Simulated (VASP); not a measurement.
# GaAs (F-43m) in VASP: further runs, part 2 of 3

VASP 6.6.1.

### Step 4. Band structure, HSE03

File POSCAR:

```
GaAs
1.0
    0.0000000000      2.8268500000      2.8268500000
    2.8268500000      0.0000000000      2.8268500000
    2.8268500000      2.8268500000      0.0000000000
As Ga
1 1
Direct
    0.7500000000      0.7500000000      0.7500000000
    0.0000000000      0.0000000000      0.0000000000
```

File INCAR.step1:

```
ALGO     = Normal         # electronic algorithm
EDIFF    = 1E-5           # SCF threshold, eV
ENCUT    = 520            # plane-wave cutoff, eV
GGA      = PE             # functional
ISIF     = 2              # what is computed and relaxed
ISMEAR   = 0              # smearing method
KPAR     = 4            
LASPH    = T              # aspherical terms in the spheres
LCHARG   = F              # write CHGCAR
LREAL    = F              # projectors in reciprocal space
LWAVE    = T              # write WAVECAR
NBANDS   = 16             # bands
NELM     = 80             # most SCF steps
PREC     = Accurate       # precision mode
SIGMA    = 0.02           # smearing width, eV
```

File INCAR.step2:

```
ALGO     = Normal         # electronic algorithm
EDIFF    = 1E-6           # SCF threshold, eV
ENCUT    = 520            # plane-wave cutoff, eV
GGA      = PE             # functional
HFSCREEN = 0.3            # screening, 1/A
ISIF     = 2              # what is computed and relaxed
ISMEAR   = 0              # smearing method
ISTART   = 1            
KPAR     = 4            
LASPH    = T              # aspherical terms in the spheres
LCHARG   = F              # write CHGCAR
LHFCALC  = T              # exact exchange
LREAL    = F              # projectors in reciprocal space
LWAVE    = F              # write WAVECAR
NBANDS   = 16             # bands
NELM     = 80             # most SCF steps
PREC     = Accurate       # precision mode
PRECFOCK = Fast         
SIGMA    = 0.02           # smearing width, eV
```

File KPOINTS:

```
k-points
0
Gamma
  6 6 6
```

File KPOINTS_OPT:

```
path GXWKGLUWLK,UX
10
line-mode
reciprocal
 0.0000000000  0.0000000000  0.0000000000  G
 0.5000000000  0.0000000000  0.5000000000  X

 0.5000000000  0.0000000000  0.5000000000  X
 0.5000000000  0.2500000000  0.7500000000  W

 0.5000000000  0.2500000000  0.7500000000  W
 0.3750000000  0.3750000000  0.7500000000  K

 0.3750000000  0.3750000000  0.7500000000  K
 0.0000000000  0.0000000000  0.0000000000  G

 0.0000000000  0.0000000000  0.0000000000  G
 0.5000000000  0.5000000000  0.5000000000  L

 0.5000000000  0.5000000000  0.5000000000  L
 0.6250000000  0.2500000000  0.6250000000  U

 0.6250000000  0.2500000000  0.6250000000  U
 0.5000000000  0.2500000000  0.7500000000  W

 0.5000000000  0.2500000000  0.7500000000  W
 0.5000000000  0.5000000000  0.5000000000  L

 0.5000000000  0.5000000000  0.5000000000  L
 0.3750000000  0.3750000000  0.7500000000  K

 0.6250000000  0.2500000000  0.6250000000  U
 0.5000000000  0.0000000000  0.5000000000  X
```

On the command line:

```console
cat potpaw_PBE.64/As/POTCAR potpaw_PBE.64/Ga_d/POTCAR > POTCAR
cp INCAR.step1 INCAR
mpirun -np 4 vasp_std > vasp.out
cp INCAR.step2 INCAR
mpirun -np 4 vasp_std > vasp.out
```

Wall time 42 min (4 MPI ranks of Intel Xeon Platinum 8259CL at 2.50GHz (Skylake/Cascade Lake), shared host); peak memory 0.36 GiB.

It converged, with:

```yaml
Free_energy: -9.5458 eV
Pressure: 1.3 GPa
Band_gap_on_the_k_mesh: 1.26 eV, direct
Band_gap_along_the_path: 1.26 eV, direct
```

Levels at the corners of the path, in eV from the valence-band top:
| point | band 5 | band 6 | band 7 | band 8 | band 9 | band 10 | band 11 | band 12 | band 13 | band 14 |
| --- | --- | --- | --- | --- | --- | --- | --- | --- | --- | --- |
| Γ | -17.18 | -13.84 | 0.00 | 0.00 | 0.00 | 1.26 | 4.36 | 4.36 | 4.36 | 8.38 |
| X | -17.17 | -11.12 | -7.28 | -2.86 | -2.86 | 1.92 | 2.17 | 11.28 | 11.28 | 12.01 |
| X | -17.17 | -11.12 | -7.28 | -2.86 | -2.86 | 1.92 | 2.17 | 11.28 | 11.28 | 12.01 |
| W | -17.18 | -11.06 | -7.06 | -3.77 | -3.54 | 5.28 | 5.42 | 6.20 | 6.67 | 12.14 |
| W | -17.18 | -11.06 | -7.06 | -3.77 | -3.54 | 5.28 | 5.42 | 6.20 | 6.67 | 12.14 |
| K | -17.18 | -11.16 | -7.06 | -4.11 | -2.40 | 2.48 | 5.31 | 8.87 | 8.96 | 9.49 |
| K | -17.18 | -11.16 | -7.06 | -4.11 | -2.40 | 2.48 | 5.31 | 8.87 | 8.96 | 9.49 |
| Γ | -17.18 | -13.84 | 0.00 | 0.00 | 0.00 | 1.26 | 4.36 | 4.36 | 4.36 | 8.38 |
| Γ | -17.18 | -13.84 | 0.00 | 0.00 | 0.00 | 1.26 | 4.36 | 4.36 | 4.36 | 8.38 |
| L | -17.18 | -11.93 | -7.10 | -1.21 | -1.21 | 1.61 | 5.27 | 5.27 | 8.46 | 11.36 |
| L | -17.18 | -11.93 | -7.10 | -1.21 | -1.21 | 1.61 | 5.27 | 5.27 | 8.46 | 11.36 |
| U | -17.18 | -11.16 | -7.06 | -4.11 | -2.40 | 2.48 | 5.31 | 8.87 | 8.96 | 9.49 |
| U | -17.18 | -11.16 | -7.06 | -4.11 | -2.40 | 2.48 | 5.31 | 8.87 | 8.96 | 9.49 |
| W | -17.18 | -11.06 | -7.06 | -3.77 | -3.54 | 5.28 | 5.42 | 6.20 | 6.67 | 12.14 |
| W | -17.18 | -11.06 | -7.06 | -3.77 | -3.54 | 5.28 | 5.42 | 6.20 | 6.67 | 12.14 |
| L | -17.18 | -11.93 | -7.10 | -1.21 | -1.21 | 1.61 | 5.27 | 5.27 | 8.46 | 11.36 |
| L | -17.18 | -11.93 | -7.10 | -1.21 | -1.21 | 1.61 | 5.27 | 5.27 | 8.46 | 11.36 |
| K | -17.18 | -11.16 | -7.06 | -4.11 | -2.40 | 2.48 | 5.31 | 8.87 | 8.96 | 9.49 |
| U | -17.18 | -11.16 | -7.06 | -4.11 | -2.40 | 2.48 | 5.31 | 8.87 | 8.96 | 9.49 |
| X | -17.17 | -11.12 | -7.28 | -2.86 | -2.86 | 1.92 | 2.17 | 11.28 | 11.28 | 12.01 |

Caveat: the PAW data sets were made with another functional, which shifts forces and pressure a little.

### Step 5. Band structure, PBE0

POSCAR is that of step 4.

INCAR.step1 is that of step 4.

Changes to INCAR.step2 since step 4:

```diff
@@ -1 +1,2 @@
+AEXX     = 0.25           # exact-exchange fraction
 ALGO     = Normal         # electronic algorithm
@@ -4,3 +5,3 @@
 GGA      = PE             # functional
-HFSCREEN = 0.3            # screening, 1/A
+HFRCUT   = -1           
 ISIF     = 2              # what is computed and relaxed
```

KPOINTS is that of step 4.

KPOINTS_OPT is that of step 4.

On the command line:

```console
cat potpaw_PBE.64/As/POTCAR potpaw_PBE.64/Ga_d/POTCAR > POTCAR
cp INCAR.step1 INCAR
mpirun -np 4 vasp_std > vasp.out
cp INCAR.step2 INCAR
mpirun -np 4 vasp_std > vasp.out
```

It took 42 min on 4 MPI ranks of Intel Xeon Platinum 8259CL at 2.50GHz (Skylake/Cascade Lake), shared host; peak memory 0.26 GiB.

The run converged. Its results:

| Item | Value |
| --- | --- |
| Free energy | -10.7138 eV |
| Pressure | 0.8 GPa |
| Band gap on the k mesh | 2.02 eV, direct |
| Band gap along the path | 2.02 eV, direct |

Levels at the corners of the path, in eV from the valence-band top:
| point | band 6 | band 7 | band 8 | band 9 | band 10 | band 11 | band 12 | band 13 |
| --- | --- | --- | --- | --- | --- | --- | --- | --- |
| Γ | -14.08 | 0.00 | 0.00 | 0.00 | 2.02 | 5.21 | 5.21 | 5.21 |
| X | -11.32 | -7.49 | -2.96 | -2.96 | 2.72 | 2.98 | 12.24 | 12.24 |
| X | -11.32 | -7.49 | -2.96 | -2.96 | 2.72 | 2.98 | 12.24 | 12.24 |
| W | -11.26 | -7.26 | -3.92 | -3.68 | 6.14 | 6.33 | 7.10 | 7.55 |
| W | -11.26 | -7.26 | -3.92 | -3.68 | 6.14 | 6.33 | 7.10 | 7.55 |
| K | -11.37 | -7.27 | -4.26 | -2.49 | 3.29 | 6.20 | 9.79 | 9.90 |
| K | -11.37 | -7.27 | -4.26 | -2.49 | 3.29 | 6.20 | 9.79 | 9.90 |
| Γ | -14.08 | 0.00 | 0.00 | 0.00 | 2.02 | 5.21 | 5.21 | 5.21 |
| Γ | -14.08 | 0.00 | 0.00 | 0.00 | 2.02 | 5.21 | 5.21 | 5.21 |
| L | -12.15 | -7.32 | -1.26 | -1.26 | 2.40 | 6.15 | 6.15 | 9.33 |
| L | -12.15 | -7.32 | -1.26 | -1.26 | 2.40 | 6.15 | 6.15 | 9.33 |
| U | -11.37 | -7.27 | -4.26 | -2.49 | 3.29 | 6.20 | 9.79 | 9.90 |
| U | -11.37 | -7.27 | -4.26 | -2.49 | 3.29 | 6.20 | 9.79 | 9.90 |
| W | -11.26 | -7.26 | -3.92 | -3.68 | 6.14 | 6.33 | 7.10 | 7.55 |
| W | -11.26 | -7.26 | -3.92 | -3.68 | 6.14 | 6.33 | 7.10 | 7.55 |
| L | -12.15 | -7.32 | -1.26 | -1.26 | 2.40 | 6.15 | 6.15 | 9.33 |
| L | -12.15 | -7.32 | -1.26 | -1.26 | 2.40 | 6.15 | 6.15 | 9.33 |
| K | -11.37 | -7.27 | -4.26 | -2.49 | 3.29 | 6.20 | 9.79 | 9.90 |
| U | -11.37 | -7.27 | -4.26 | -2.49 | 3.29 | 6.20 | 9.79 | 9.90 |
| X | -11.32 | -7.49 | -2.96 | -2.96 | 2.72 | 2.98 | 12.24 | 12.24 |

Caveat: the PAW data sets were made with another functional, which shifts forces and pressure a little.

### Step 6. Band structure, r2SCAN-EpsX

POSCAR is that of step 5.

Changes to INCAR.step1 since step 5:

```diff
@@ -1,3 +1,3 @@
 ALGO     = Normal         # electronic algorithm
-EDIFF    = 1E-5           # SCF threshold, eV
+EDIFF    = 1E-8           # SCF threshold, eV
 ENCUT    = 520            # plane-wave cutoff, eV
@@ -9,5 +9,5 @@
 LCHARG   = F              # write CHGCAR
+LEPSILON = T              # dielectric tensor by DFPT
 LREAL    = F              # projectors in reciprocal space
-LWAVE    = T              # write WAVECAR
-NBANDS   = 16             # bands
+LWAVE    = F              # write WAVECAR
 NELM     = 80             # most SCF steps
```

File KPOINTS.step1:

```
Automatic mesh
0
G
  8 8 8
  0 0 0
```

File INCAR.step2:

```
ALGO     = Normal         # electronic algorithm
EDIFF    = 1E-5           # SCF threshold, eV
ENCUT    = 520            # plane-wave cutoff, eV
GGA      = PE             # functional
ISIF     = 2              # what is computed and relaxed
ISMEAR   = 0              # smearing method
KPAR     = 4            
LASPH    = T              # aspherical terms in the spheres
LCHARG   = F              # write CHGCAR
LREAL    = F              # projectors in reciprocal space
LWAVE    = T              # write WAVECAR
NBANDS   = 16             # bands
NELM     = 80             # most SCF steps
PREC     = Accurate       # precision mode
SIGMA    = 0.02           # smearing width, eV
```

File KPOINTS.step2:

```
k-points
0
Gamma
  6 6 6
```

File INCAR.step3:

```
AEXX     = 0.0346         # exact-exchange fraction
ALGO     = Normal         # electronic algorithm
EDIFF    = 1E-6           # SCF threshold, eV
ENCUT    = 520            # plane-wave cutoff, eV
HFRCUT   = -1           
ISIF     = 2              # what is computed and relaxed
ISMEAR   = 0              # smearing method
ISTART   = 1            
KPAR     = 4            
LASPH    = T              # aspherical terms in the spheres
LCHARG   = F              # write CHGCAR
LHFCALC  = T              # exact exchange
LMIXTAU  = T            
LREAL    = F              # projectors in reciprocal space
LWAVE    = F              # write WAVECAR
METAGGA  = R2SCAN         # meta-GGA
NBANDS   = 16             # bands
NELM     = 80             # most SCF steps
PREC     = Accurate       # precision mode
PRECFOCK = Fast         
SIGMA    = 0.02           # smearing width, eV
```

File KPOINTS.step3:

```
k-points
0
Gamma
  6 6 6
```

KPOINTS_OPT is that of step 5.

Potentials or basis: VASP PAW PBE potentials, release 64 (As, Ga_d).

On the command line:

```console
cat potpaw_PBE.64/As/POTCAR potpaw_PBE.64/Ga_d/POTCAR > POTCAR
cp INCAR.step1 INCAR
cp KPOINTS.step1 KPOINTS
mpirun -np 4 vasp_std > vasp.out
cp INCAR.step2 INCAR
cp KPOINTS.step2 KPOINTS
mpirun -np 4 vasp_std > vasp.out
cp INCAR.step3 INCAR
cp KPOINTS.step3 KPOINTS
mpirun -np 4 vasp_std > vasp.out
```

Wall time 41 min (4 MPI ranks of Intel Xeon Platinum 8259CL at 2.50GHz (Skylake/Cascade Lake), shared host); peak memory 0.29 GiB.

Results (log left out):

| Quantity | Value |
| --- | --- |
| Free energy | -26.7615 eV |
| Pressure | 0.5 GPa |
| Band gap on the k mesh | 1.16 eV, direct |
| Band gap along the path | 1.16 eV, direct |

Levels at the corners of the path, in eV from the valence-band top:
```tsv
point	band 5	band 6	band 7	band 8	band 9	band 10	band 11	band 12	band 13	band 14
Γ	-15.51	-13.38	0.00	0.00	0.00	1.16	4.22	4.22	4.22	8.44
X	-15.50	-10.72	-7.08	-2.81	-2.81	1.91	2.11	11.11	11.11	11.98
X	-15.50	-10.72	-7.08	-2.81	-2.81	1.91	2.11	11.11	11.11	11.98
W	-15.51	-10.66	-6.88	-3.69	-3.48	5.23	5.24	6.10	6.66	12.06
W	-15.51	-10.66	-6.88	-3.69	-3.48	5.23	5.24	6.10	6.66	12.06
K	-15.50	-10.76	-6.88	-4.03	-2.37	2.43	5.21	8.76	8.81	9.46
K	-15.50	-10.76	-6.88	-4.03	-2.37	2.43	5.21	8.76	8.81	9.46
Γ	-15.51	-13.38	0.00	0.00	0.00	1.16	4.22	4.22	4.22	8.44
Γ	-15.51	-13.38	0.00	0.00	0.00	1.16	4.22	4.22	4.22	8.44
L	-15.51	-11.51	-6.91	-1.20	-1.20	1.52	5.17	5.17	8.48	11.36
L	-15.51	-11.51	-6.91	-1.20	-1.20	1.52	5.17	5.17	8.48	11.36
U	-15.50	-10.76	-6.88	-4.03	-2.37	2.43	5.21	8.76	8.81	9.46
U	-15.50	-10.76	-6.88	-4.03	-2.37	2.43	5.21	8.76	8.81	9.46
W	-15.51	-10.66	-6.88	-3.69	-3.48	5.23	5.24	6.10	6.66	12.06
W	-15.51	-10.66	-6.88	-3.69	-3.48	5.23	5.24	6.10	6.66	12.06
L	-15.51	-11.51	-6.91	-1.20	-1.20	1.52	5.17	5.17	8.48	11.36
L	-15.51	-11.51	-6.91	-1.20	-1.20	1.52	5.17	5.17	8.48	11.36
K	-15.50	-10.76	-6.88	-4.03	-2.37	2.43	5.21	8.76	8.81	9.46
U	-15.50	-10.76	-6.88	-4.03	-2.37	2.43	5.21	8.76	8.81	9.46
X	-15.50	-10.72	-7.08	-2.81	-2.81	1.91	2.11	11.11	11.11	11.98
```

Caveat: the PAW data sets were made with another functional, which shifts forces and pressure a little.

[end of part 2 of 3]
